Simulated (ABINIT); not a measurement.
# BaTiO3 (Pm-3m) in ABINIT: notebook

The runs below take BaTiO3 through single point, relaxation of cell and atoms, with LDA.

Program: ABINIT 10.8.3 (patched build). These are calculated values, not measurements. Logs are shortened: lines on timing, memory, paths and dates and some standing lists are left out, and cuts for length are marked. The log counts tension as positive stress, the text compression.

## (1) The structure

Symmetry: Pm-3m, No. 221, cubic system. Conventional cell: a = 4.006 Å, b = 4.006 Å, c = 4.006 Å, α = 90.00°, β = 90.00°, γ = 90.00°. Ba (site symmetry m-3m) has 12 O at 2.83 Å as nearest neighbours. Ti (site symmetry m-3m) is surrounded by 6 O at 2.00 Å. O (site symmetry 4/mmm) is surrounded by 2 Ti at 2.00 Å.

## (2) Single point, LDA

Contents of run.abi:

```
# Pseudopotentials
pp_dirpath "./"
pseudos "Ba.upf, Ti.upf, O.upf"

# Structure
acell 3*1.0 Angstrom
rprim
     4.0060000000     0.0000000000     0.0000000000
     0.0000000000     4.0060000000     0.0000000000
     0.0000000000     0.0000000000     4.0060000000
ntypat 3
znucl 56 22 8
natom 5
typat 1 2 3 3 3
xred
     0.5000000000     0.5000000000     0.5000000000
     0.0000000000     0.0000000000     0.0000000000
     0.0000000000     0.0000000000     0.5000000000
     0.0000000000     0.5000000000     0.0000000000
     0.5000000000     0.0000000000     0.0000000000

# Plane-wave basis
ecut 35.0

# k points
kptopt 1
ngkpt 5 5 5
nshiftk 1
shiftk 0.0 0.0 0.0

# Exchange and correlation
ixc 7

# Bands and occupations
nband 24
occopt 3
tsmear 0.05 eV

# SCF cycle
nstep 100
tolvrs 1.0e-10

# Output
iomode 3
prtwf 0
prtden 0
prteig 0
prtebands 0
enunit 2
```

Potentials or basis: PseudoDojo NC SR LDA v0.4.1 standard.

On the command line:

```bash
$ abinit run.abi > log 2>&1
```

run.abo:

```text
.Version 10.8.3 of ABINIT
 Symmetries : space group Pm -3 m (#221); Bravais cP (primitive cubic)
================================================================================
 Values of the parameters that define the memory need of the present run
     intxc =       0    ionmov =       0      iscf =       7    lmnmax =       6
     lnmax =       6     mgfft =      45  mpssoang =       3    mqgrid =    3001
     natom =       5  nloc_mem =       1    nspden =       1   nspinor =       1
    nsppol =       1      nsym =      48    n1xccc =    2501    ntypat =       3
    occopt =       3   xclevel =       1
       mpw =        4305          nfft =       91125          nkpt =          10
================================================================================
================================================================================

--------------------------------------------------------------------------------
------------- Echo of variables that govern the present computation ------------
--------------------------------------------------------------------------------
 -outvars: echo values of preprocessed input variables --------
            acell      1.8897261259E+00  1.8897261259E+00  1.8897261259E+00 Bohr
              amu      1.37327000E+02  4.78800000E+01  1.59994000E+01
             ecut      3.50000000E+01 Hartree
           enunit           2
              ixc           7
         kptrlatt        5    0    0      0    5    0      0    0    5
          kptrlen      3.78512143E+01
            natom           5
            nband          24
            ngfft          45      45      45
             nkpt          10
            nstep         100
             nsym          48
           ntypat           3
           occopt           3
           prtden           0
        prtebands           0
           prteig           0
            prtwf           0
            rprim      4.0060000000E+00  0.0000000000E+00  0.0000000000E+00
                       0.0000000000E+00  4.0060000000E+00  0.0000000000E+00
                       0.0000000000E+00  0.0000000000E+00  4.0060000000E+00
          spgroup         221
           tolvrs      1.00000000E-10
           tsmear      1.83746611E-03 Hartree
            typat      1  2  3  3  3
           xangst      2.0030000000E+00  2.0030000000E+00  2.0030000000E+00
                       0.0000000000E+00  0.0000000000E+00  0.0000000000E+00
                       0.0000000000E+00  0.0000000000E+00  2.0030000000E+00
                       0.0000000000E+00  2.0030000000E+00  0.0000000000E+00
                       2.0030000000E+00  0.0000000000E+00  0.0000000000E+00
            xcart      3.7851214302E+00  3.7851214302E+00  3.7851214302E+00
                       0.0000000000E+00  0.0000000000E+00  0.0000000000E+00
                       0.0000000000E+00  0.0000000000E+00  3.7851214302E+00
                       0.0000000000E+00  3.7851214302E+00  0.0000000000E+00
                       3.7851214302E+00  0.0000000000E+00  0.0000000000E+00
             xred      5.0000000000E-01  5.0000000000E-01  5.0000000000E-01
                       0.0000000000E+00  0.0000000000E+00  0.0000000000E+00
                       0.0000000000E+00  0.0000000000E+00  5.0000000000E-01
                       0.0000000000E+00  5.0000000000E-01  0.0000000000E+00
                       5.0000000000E-01  0.0000000000E+00  0.0000000000E+00
            znucl       56.00000   22.00000    8.00000

================================================================================

 chkinp: Checking input parameters for consistency.

================================================================================
== DATASET  1 ==================================================================

--- !DatasetInfo
iteration_state: {dtset: 1, }
dimensions: {natom: 5, nkpt: 10, mband: 24, nsppol: 1, nspinor: 1, nspden: 1, mpw: 4305, }
cutoff_energies: {ecut:  35.0, pawecutdg:  -1.0, }
electrons: {nelect:   4.00000000E+01, charge:   0.00000000E+00, occopt:   3.00000000E+00, tsmear:   1.83746611E-03, }
meta: {optdriver: 0, ionmov: 0, optcell: 0, iscf: 7, paral_kgb: 0, }
...

 Exchange-correlation functional for the present dataset will be:
  LDA: Perdew-Wang 92 LSD fit to Ceperley-Alder data - ixc=7
  J.P.Perdew and Y.Wang, PRB 45, 13244 (1992)

 Real(R)+Recip(G) space primitive vectors, cartesian coordinates (Bohr,Bohr^-1):
 R(1)=  7.5702429  0.0000000  0.0000000  G(1)=  0.1320962  0.0000000  0.0000000
 R(2)=  0.0000000  7.5702429  0.0000000  G(2)=  0.0000000  0.1320962  0.0000000
 R(3)=  0.0000000  0.0000000  7.5702429  G(3)=  0.0000000  0.0000000  0.1320962
 Unit cell volume ucvol=  4.3383985E+02 bohr^3
 Angles (23,13,12)=  9.00000000E+01  9.00000000E+01  9.00000000E+01 degrees
[... 86 lines left out ...]
...

 Integrated electronic density in atomic spheres:
 ------------------------------------------------
 Atom  Sphere_radius  Integrated_density
    1        2.00000          5.29118945
    2        2.00000          9.38943731
    3        2.00000          6.17845776
    4        2.00000          6.17845776
    5        2.00000          6.17845776
================================================================================

 ----iterations are completed or convergence reached----

 Mean square residual over all n,k,spin=   37.960E-08; max=  52.231E-06
 reduced coordinates (array xred) for    5 atoms
       0.500000000000      0.500000000000      0.500000000000
       0.000000000000      0.000000000000      0.000000000000
       0.000000000000      0.000000000000      0.500000000000
       0.000000000000      0.500000000000      0.000000000000
       0.500000000000      0.000000000000      0.000000000000
 rms dE/dt=  0.0000E+00; max dE/dt=  0.0000E+00; dE/dt below (all hartree)
    1       0.000000000000      0.000000000000      0.000000000000
    2       0.000000000000      0.000000000000      0.000000000000
    3       0.000000000000      0.000000000000      0.000000000000
    4       0.000000000000      0.000000000000      0.000000000000
    5       0.000000000000      0.000000000000      0.000000000000

 cartesian coordinates (angstrom) at end:
    1      2.00300000000000     2.00300000000000     2.00300000000000
    2      0.00000000000000     0.00000000000000     0.00000000000000
    3      0.00000000000000     0.00000000000000     2.00300000000000
    4      0.00000000000000     2.00300000000000     0.00000000000000
    5      2.00300000000000     0.00000000000000     0.00000000000000

 cartesian forces (hartree/bohr) at end:
    1     -0.00000000000000    -0.00000000000000    -0.00000000000000
    2     -0.00000000000000    -0.00000000000000    -0.00000000000000
    3     -0.00000000000000    -0.00000000000000    -0.00000000000000
    4     -0.00000000000000    -0.00000000000000    -0.00000000000000
    5     -0.00000000000000    -0.00000000000000    -0.00000000000000
 frms,max,avg= 0.0000000E+00 0.0000000E+00   0.000E+00  0.000E+00  0.000E+00 h/b

 cartesian forces (eV/Angstrom) at end:
    1     -0.00000000000000    -0.00000000000000    -0.00000000000000
    2     -0.00000000000000    -0.00000000000000    -0.00000000000000
    3     -0.00000000000000    -0.00000000000000    -0.00000000000000
    4     -0.00000000000000    -0.00000000000000    -0.00000000000000
    5     -0.00000000000000    -0.00000000000000    -0.00000000000000
 frms,max,avg= 0.0000000E+00 0.0000000E+00   0.000E+00  0.000E+00  0.000E+00 e/A
 length scales=  1.889726125908  1.889726125908  1.889726125908 bohr
              =  1.000000000000  1.000000000000  1.000000000000 angstroms
 Fermi (or HOMO) energy (hartree) =   0.25996   Average Vxc (hartree)=  -0.43868
 Eigenvalues (hartree) for nkpt=  10  k points:
 kpt#   1, nband= 24, wtk=  0.00800, kpt=  0.0000  0.0000  0.0000 (reduced coord)
  -1.82753   -0.96576   -0.96576   -0.96576   -0.67840   -0.37793   -0.35167   -0.35167
  -0.13211   -0.13211   -0.13211    0.14481    0.14481    0.14481    0.18863    0.18863
   0.18863    0.22449    0.22449    0.22449    0.29230    0.29230    0.29230    0.37665
      occupation numbers for kpt#   1
   2.00000    2.00000    2.00000    2.00000    2.00000    2.00000    2.00000    2.00000
   2.00000    2.00000    2.00000    2.00000    2.00000    2.00000    2.00000    2.00000
   2.00000    2.00000    2.00000    2.00000    0.00000    0.00000    0.00000    0.00000
 prteigrs : prtvol=0 or 1, do not print more k-points.

 Fermi (or HOMO) energy (eV) =   7.07378   Average Vxc (eV)= -11.93710
 Eigenvalues (   eV  ) for nkpt=  10  k points:
 kpt#   1, nband= 24, wtk=  0.00800, kpt=  0.0000  0.0000  0.0000 (reduced coord)
 -49.72967  -26.27954  -26.27954  -26.27954  -18.46010  -10.28398   -9.56952   -9.56952
  -3.59497   -3.59497   -3.59497    3.94042    3.94042    3.94042    5.13283    5.13283
   5.13283    6.10870    6.10870    6.10870    7.95390    7.95390    7.95390   10.24911
 prteigrs : prtvol=0 or 1, do not print more k-points.

--- !EnergyTerms
iteration_state     : {dtset: 1, }
comment             : Components of total free energy in Hartree
kinetic             :  6.25101876542072E+01
hartree             :  2.95589255225439E+01
xc                  : -2.77132945244199E+01
Ewald energy        : -1.03574517516034E+02
psp_core            :  5.49715401797408E+00
local_psp           : -9.98890234981497E+01
non_local_psp       : -3.78293642832648E+00
internal            : -1.37393504772205E+02
'-kT*entropy'       : -1.45915929610949E-10
total_energy        : -1.37393504772351E+02
total_energy_eV     : -3.73866772604947E+03
band_energy         : -1.09843413883335E+01
...

 Cartesian components of stress tensor (hartree/bohr^3)
  sigma(1 1)=  3.55945449E-04  sigma(3 2)=  0.00000000E+00
  sigma(2 2)=  3.55945449E-04  sigma(3 1)=  0.00000000E+00
  sigma(3 3)=  3.55945449E-04  sigma(2 1)=  0.00000000E+00

-Cartesian components of stress tensor (GPa)         [Pressure= -1.0472E+01 GPa]
- sigma(1 1)=  1.04722767E+01  sigma(3 2)=  0.00000000E+00
- sigma(2 2)=  1.04722767E+01  sigma(3 1)=  0.00000000E+00
- sigma(3 3)=  1.04722767E+01  sigma(2 1)=  0.00000000E+00

== END DATASET(S) ==============================================================
================================================================================

 -outvars: echo values of variables after computation  --------
            acell      1.8897261259E+00  1.8897261259E+00  1.8897261259E+00 Bohr
           etotal     -1.3739350477E+02
            fcart     -0.0000000000E+00 -0.0000000000E+00 -0.0000000000E+00
                      -0.0000000000E+00 -0.0000000000E+00 -0.0000000000E+00
                      -0.0000000000E+00 -0.0000000000E+00 -0.0000000000E+00
                      -0.0000000000E+00 -0.0000000000E+00 -0.0000000000E+00
                      -0.0000000000E+00 -0.0000000000E+00 -0.0000000000E+00
            rprim      4.0060000000E+00  0.0000000000E+00  0.0000000000E+00
                       0.0000000000E+00  4.0060000000E+00  0.0000000000E+00
                       0.0000000000E+00  0.0000000000E+00  4.0060000000E+00
           strten      3.5594544903E-04  3.5594544903E-04  3.5594544903E-04
                       0.0000000000E+00  0.0000000000E+00  0.0000000000E+00
           xangst      2.0030000000E+00  2.0030000000E+00  2.0030000000E+00
                       0.0000000000E+00  0.0000000000E+00  0.0000000000E+00
                       0.0000000000E+00  0.0000000000E+00  2.0030000000E+00
                       0.0000000000E+00  2.0030000000E+00  0.0000000000E+00
                       2.0030000000E+00  0.0000000000E+00  0.0000000000E+00
             xred      5.0000000000E-01  5.0000000000E-01  5.0000000000E-01
                       0.0000000000E+00  0.0000000000E+00  0.0000000000E+00
                       0.0000000000E+00  0.0000000000E+00  5.0000000000E-01
                       0.0000000000E+00  5.0000000000E-01  0.0000000000E+00
                       5.0000000000E-01  0.0000000000E+00  0.0000000000E+00
 Calculation completed.
```

It took 55 s on 1 thread of Arm Neoverse V2, shared host; peak memory 0.09 GiB.

What came out:

```yaml
Free_energy: -3738.6677 eV
Band_gap_on_the_k_mesh: 1.83 eV, indirect (least direct gap 1.85 eV)
Valence_electrons_inside_the_program's_atomic_spheres: Ba 5.29; Ti 9.39; O 6.18
```

Levels at points of the mesh, in eV from the valence-band top:
| k point | band 16 | band 17 | band 18 | band 19 | band 20 | band 21 | band 22 | band 23 | band 24 |
| --- | --- | --- | --- | --- | --- | --- | --- | --- | --- |
| (0.00, 0.00, 0.00) | -0.99 | -0.99 | -0.02 | -0.02 | -0.02 | 1.83 | 1.83 | 1.83 | 4.12 |

Caveat: the cutoff is too short for stress, so the log's stress isn't used; this set's barium file shifts pressures by 1 GPa against other sets; this release of the barium file is off; spin-orbit coupling is left out, which moves the levels of the heavy elements; an odd mesh through Γ misses points on the zone boundary, where band edges often lie.

## (3) Relaxation of cell and atoms, LDA

Contents of run.abi:

```
pp_dirpath "./"
pseudos "Ba.upf, Ti.upf, O.upf"

acell 7.5702428553 7.5702428553 7.5702428553
rprim
     1.0000000000     0.0000000000     0.0000000000
     0.0000000000     1.0000000000     0.0000000000
     0.0000000000     0.0000000000     1.0000000000
ntypat 3
znucl 56 22 8
natom 5
typat 1 2 3 3 3
chkprim 0
chksymtnons 0
tolsym 1.0e-6
xred
            1/2            1/2            1/2
            0.0            0.0            0.0
            0.0            0.0            1/2
            0.0            1/2            0.0
            1/2            0.0            0.0

ecut 42.0
ecutsm 0.5

kptopt 1
ngkpt 5 5 5
nshiftk 1
shiftk 0.0 0.0 0.0

ixc 7

nband 24
occopt 3
tsmear 0.00183747

nstep 80
tolvrs 1.0e-12

iomode 3
prteig 0
prtebands 0
prtwf 0
prtden 0

ionmov 2
optcell 2
ntime 50
tolmxf 2.0e-5
dilatmx 1.08
```

Potentials or basis: PseudoDojo NC SR LDA v0.4.1 standard.

On the command line:

```bash
$ abinit run.abi > log 2>&1
```

It took 5.7 min on 1 thread of Arm Neoverse V2, shared host; peak memory 0.11 GiB.

The run converged. Its results:

```yaml
Free_energy: -3738.8145 eV
Relaxed_volume: 12.21 Å³/atom
Relaxed_cell: a = 3.938 Å, b = 3.938 Å, c = 3.938 Å, α = 90.00°, β = 90.00°, γ = 90.00°
Space_group_after_relaxing_to_0.05_Å: Pm-3m (No. 221)
Energy_gained_by_relaxing: 18.9 meV/atom
Ionic_steps: 5
Pressure_after_relaxing: 0.0 GPa
Band_gap_on_the_k_mesh: 1.89 eV, direct
```

The path:
```
step  energy change (eV)  largest force (eV/Å)  pressure (GPa)  volume (Å³)
   1              0.0000                0.0000           -8.95        64.29
   2             -0.0734                0.0000           -4.43        62.54
   3             -0.0942                0.0000            0.36        60.95
   4             -0.0943                0.0000           -0.01        61.07
   5             -0.0943                0.0000            0.00        61.07
```

Final structure:
```yaml
crystal:
  lattice:
    - [3.93795, 0.00000, 0.00000]
    - [0.00000, 3.93795, 0.00000]
    - [0.00000, 0.00000, 3.93795]
  atoms:
    - { symbol: Ba, position: [0.50000, 0.50000, 0.50000] }
    - { symbol: Ti, position: [0.00000, 0.00000, 0.00000] }
    - { symbol: O, position: [0.00000, 0.00000, 0.50000] }
    - { symbol: O, position: [0.00000, 0.50000, 0.00000] }
    - { symbol: O, position: [0.50000, 0.00000, 0.00000] }
```

Caveat: this set's barium file shifts pressures by 1 GPa against other sets; this release of the barium file is off; spin-orbit coupling is left out, which moves the levels of the heavy elements; an odd mesh through Γ misses points on the zone boundary, where band edges often lie.
